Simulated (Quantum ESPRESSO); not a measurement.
A run of Quantum ESPRESSO 7.5 is set up as follows.

The input pw.in:

```
&CONTROL
  calculation = 'vc-relax'
  prefix = 'pwscf'
  outdir = './tmp'
  pseudo_dir = './pseudo'
  tprnfor = .true.
  tstress = .true.
  disk_io = 'low'
  nstep = 40
  forc_conv_thr = 0.0004
  etot_conv_thr = 1d-05
/
&SYSTEM
  ibrav = 0
  nat = 1
  ntyp = 1
  ecutwfc = 84
  nbnd = 26
  input_dft = 'XC-000I-000I-120L-135L-000I-000I'
  occupations = 'smearing'
  smearing = 'fd'
  degauss = 0.00734986
  noncolin = .true.
  lspinorb = .true.
/
&ELECTRONS
  conv_thr = 2d-10
  electron_maxstep = 120
  mixing_beta = 0.5
  startingwfc = 'atomic'
/
&IONS
  ion_dynamics = 'bfgs'
/
&CELL
  cell_dynamics = 'bfgs'
  press = 0
  press_conv_thr = 0.3
/
ATOMIC_SPECIES
Tc    97.9072 Tc.upf
CELL_PARAMETERS bohr
   0.0000000000    3.6849659430    3.6849659430
   3.6849659430    0.0000000000    3.6849659430
   3.6849659430    3.6849659430    0.0000000000
ATOMIC_POSITIONS bohr
Tc     0.0000000000    0.0000000000    0.0000000000
K_POINTS automatic
10 10 10 0 0 0
```

Potentials or basis: PseudoDojo 0.4 FR PBE stringent.

The run is started by

```console
$ OMP_NUM_THREADS=1 pw.x -in pw.in > pw.out
```

(1) What does it give for the relaxed volume?

(2) Estimate the space group after relaxing (to 0.05 Å).

Results:

(1) 14.08 Å³/atom.

(2) Fm-3m (No. 225).

Caveat: the potentials were made for another functional, which shifts forces and pressure.
